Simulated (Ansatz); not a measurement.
Stoichiometric slabs of TiN (Fm-3m (No. 225)), cut along different planes. They are 10 to 11 Å thick, cut from the relaxed bulk and then relaxed; γ is the mean of both faces, φ the top face's.

```cif
data_structure
_symmetry_space_group_name_H-M 'Fm-3m'
_symmetry_Int_Tables_number 225
_cell_length_a 4.2039
_cell_length_b 4.2039
_cell_length_c 4.2039
_cell_angle_alpha 90.000
_cell_angle_beta 90.000
_cell_angle_gamma 90.000
_cell_volume 74.30
loop_
_atom_site_label
_atom_site_type_symbol
_atom_site_symmetry_multiplicity
_atom_site_Wyckoff_symbol
_atom_site_fract_x
_atom_site_fract_y
_atom_site_fract_z
_atom_site_occupancy
Ti1 Ti 4 a 0.00000 0.00000 0.00000 1
N1 N 4 b 0.50000 0.00000 0.00000 1
```

These are results of DFT PBEsol, scalar-relativistic, plane waves, PAW in Ansatz, not measurements. Cutoff 420 eV, k spacing 0.19 to 0.25 Å⁻¹, dipole correction; spin where the bulk is magnetic.

| slab | cell (Å²) | γ as cut (J/m²) | γ relaxed (J/m²) | φ (eV) |
| --- | --- | --- | --- | --- |
| (100), TiN/TiN | 8.8 | 1.85 | 1.47 | 2.96 |
| (110), TiN/TiN | 12.5 | 3.42 | 3.00 | 3.22 |
| (221), TiN/TiN | 26.5 | 4.35 | 3.35 | 4.33 |

Problem. Estimate γ for (111), Ti/N (cell 7.7 Å², bulk gap 0.0 eV).

Solution. 5.34 J/m² as cut and 3.87 J/m² relaxed, the highest of the 4.

Problem. Which of these faces must appear on a crystal's equilibrium shape?

Solution. By Wulff's rule each face lies at a distance from the centre in proportion to its γ, so the lowest, (100), TiN/TiN at 1.47 J/m², lies nearest and is sure to appear among those computed; areas also depend on angles and on how many equivalent faces there are.

Where a slab's two faces differ, γ is their mean, each face has its own, which moves with the chemical potentials, and such polar cuts usually reconstruct, which these small cells can't show; the order above holds for the means.

Spin polarisation was left out, and a magnetic state may lie lower.